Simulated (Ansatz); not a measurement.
# Sn: from a first guess to the relaxed bcc type

First guess:

```
CELL_PARAMETERS angstrom
-1.69347 1.69347 1.69347
1.69347 -1.69347 1.69347
1.69347 1.69347 -1.69347
ATOMIC_POSITIONS crystal
Sn 0.00000 0.00000 0.00000
```

All numbers below come from DFT, PBE, PAW with Ansatz's default frozen-core files, scalar-relativistic (Ansatz 0.2.0).

Cell and atoms relax within the symmetry of the start on a 15×15×15 k mesh with 0.03 eV Fermi–Dirac smearing.

The start is built from a prototype, known or not as a phase of this compound; the cutoff is 420 eV.

No spin–orbit coupling, which matters for the heavy atoms here.

Question: What is the pressure of the first guess?

Answer: 39.1 GPa.

Question: What does it relax to?

Answer: a = 3.806 Å, b = 3.806 Å, c = 3.806 Å, α = 90.00°, β = 90.00°, γ = 90.00° (conventional cell), 27.57 Å³ per atom:
```
CELL_PARAMETERS angstrom
-1.90312 1.90312 1.90312
1.90312 -1.90312 1.90312
1.90312 1.90312 -1.90312
ATOMIC_POSITIONS crystal
Sn 0.00000 0.00000 0.00000
```

Question: How much energy does the relaxation release?

Answer: 700 meV/atom.
